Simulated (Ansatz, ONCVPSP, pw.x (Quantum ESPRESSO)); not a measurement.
**pw.x on diamond Os: one setting changed**

Potential: optimised norm-conserving Vanderbilt (ONCV), ONCVPSP 4.0.1.1 (patched build), PBE; core [Kr] 4d10 4f14, reference 5s2 5p6 5d6 6s2; waves: 5s+6s: rc 1.70 bohr, ncon 4, nbas 8, qcut 5.7 1/bohr, 2 projectors; 5p: rc 1.75 bohr, ncon 4, nbas 8, qcut 8.4 1/bohr, 2 projectors, debl 2.3 Ha; 5d: rc 2.30 bohr, ncon 4, nbas 8, qcut 6.1 1/bohr, 2 projectors, debl 3.5 Ha; local part: polynomial inside 1.35 bohr (lpopt 1, dvloc0 0 Ha); core correction: Teter function, fcfact 5.75, rcfact 1.3.

The reference run (k-mesh 8³, cutoffs 80/320 Ry, Fermi–Dirac 0.01 Ry, mixing_beta 0.4, conv_thr 1e-9, no spin) gives -1.19 GPa at 21.376 Å³/atom, where all-electron LAPW gives 0.80 GPa. This run, with its own iteration cap, changes electron_maxstep to 6, a wrong or extreme entry chosen on purpose.

```
&control
  calculation='scf', prefix='x', pseudo_dir='./', outdir='./tmp', tstress=.true., disk_io='none'
/
&system
  ibrav=0, nat=2, ntyp=1, ecutwfc=80, ecutrho=320, nbnd=26,
  occupations='smearing', smearing='fd', degauss=0.01
/
&electrons
  conv_thr=1e-09, mixing_beta=0.4, electron_maxstep=6
/
ATOMIC_SPECIES
Os 1.0 Os.UPF
CELL_PARAMETERS angstrom
  0.00000000 2.77529283 2.77529283
  2.77529283 0.00000000 2.77529283
  2.77529283 2.77529283 0.00000000
ATOMIC_POSITIONS crystal
Os 0.0000 0.0000 0.0000
Os 0.2500 0.2500 0.2500
K_POINTS automatic
8 8 8 0 0 0
```

```bash
pw.x < Os.scf.in > Os.scf.out
```

Problem. How does the run end?

Solution. It does not reach self-consistency within its iteration cap.

```
Message from routine setup:
     using ibrav=0 with symmetry is DISCOURAGED, use correct ibrav instead
     lattice parameter (alat)  =       7.4169  a.u.
     unit-cell volume          =     288.5048 (a.u.)^3
     number of electrons       =        32.00
     number of Kohn-Sham states=           26
     kinetic-energy cutoff     =      80.0000  Ry
     charge density cutoff     =     320.0000  Ry
     scf convergence threshold =      1.0E-09
     Exchange-correlation= PBE
     number of k points=    29  Fermi-Dirac smearing, width (Ry)=  0.0100
     iteration #  1     ecut=    80.00 Ry     beta= 0.40
     total energy              =    -402.03827978 Ry
     estimated scf accuracy    <       0.05144644 Ry
     iteration #  2     ecut=    80.00 Ry     beta= 0.40
     total energy              =    -402.03477938 Ry
     estimated scf accuracy    <       0.01506055 Ry
     iteration #  3     ecut=    80.00 Ry     beta= 0.40
     total energy              =    -402.03577950 Ry
     estimated scf accuracy    <       0.00015839 Ry
     iteration #  4     ecut=    80.00 Ry     beta= 0.40
     total energy              =    -402.03580386 Ry
     estimated scf accuracy    <       0.00003839 Ry
     iteration #  5     ecut=    80.00 Ry     beta= 0.40
     total energy              =    -402.03580612 Ry
     estimated scf accuracy    <       0.00000141 Ry
     iteration #  6     ecut=    80.00 Ry     beta= 0.40
     total energy              =    -402.03580652 Ry
     estimated scf accuracy    <       0.00000010 Ry
     convergence NOT achieved after   6 iterations: stopping
     Message from routine punch:
     Nothing written, as per user request (disk_io='none')
```

The run took about 35 s on one core of a shared host (Neoverse-V1, 64 threads, 503 GiB, load 16).
